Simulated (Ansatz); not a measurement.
Runs of Ansatz 0.2.0 on Ni. The structure is cubic, space group Im-3m (No. 229). Conventional cell: a = 2.767 Å, b = 2.767 Å, c = 2.767 Å, α = 90.00°, β = 90.00°, γ = 90.00°. Ni (site symmetry m-3m) is surrounded by 8 Ni at 2.40 Å. This isn't the form of Ni at room conditions, which is fcc.

| task | level | potentials or basis | U | fixed moment (μB) | cutoff (eV) | smearing | driver | hubbard projectors | double counting | points for each segment of the path | other keys | gap on the mesh (eV) | pressure (GPa) | moment (μB) |
| --- | --- | --- | --- | --- | --- | --- | --- | --- | --- | --- | --- | --- | --- | --- |
| density of states | revPBE+d4+U | as the typed override names | Ni d U = 1 eV | - | 1333 | methfessel-paxton 0.1 eV | chain | all-electron-ortho-atomic | fll (the default) | - | hamiltonian.pseudopotentials = kind nc, accuracy standard; … | none | 0.7 | (a) |
| ladder of functionals | PBEsol+D4+U | Ansatz PAW | Ni d U = 4.5 eV | - | 420 | tetrahedron | - | all-electron-atomic | fll | - | - | none | -8.7 | 0.52 |
| ladder of functionals | PBEsol+D4+U | Ansatz PAW | Ni d U = 4.5 eV | - | 420 | tetrahedron | chain | all-electron-atomic | fll | - | - | none | -8.7 | 0.52 |
| band structure | r2SCAN+D4+U | Ansatz PAW accurate | Ni d U = 3.5 eV | 2 | 1080 | fermi-dirac 0.1 eV | chain | all-electron-ortho-atomic | fll (the default) | 14 | basis.ecutrho_ratio = 4; scf.mixing.algorithm = msr1; … | - | 53.2 | 2.00 |

Alike in all rows: spin collinear, ferromagnetic start; cell as given; k mesh 13 × 13 × 13.

Problem. Estimate the missing entries.

Solution. (a) 0.59.

Caveats: the magnetic or orbital state may not be the lowest; the U is typed as a test and isn't derived for this compound; pairwise dispersion overbinds metals, which lowers pressure and volume (some runs); with tetrahedron occupations forces and stress needn't match the slope of the energy (some runs); the PAW data sets come from PBE, with cores solved anew for the run's functional, which leaves a small shift of forces and pressure (some runs); a pressure of tens of GPa on the cell as given is suspect, and the run, the potentials or the cell itself is likely at fault (some runs); the PAW data sets were made with another functional, which shifts forces and pressure a little (some runs).

A gap of «none» marks a metal or a gap under the smearing width.

Runs at the PBE level aren't shown here.
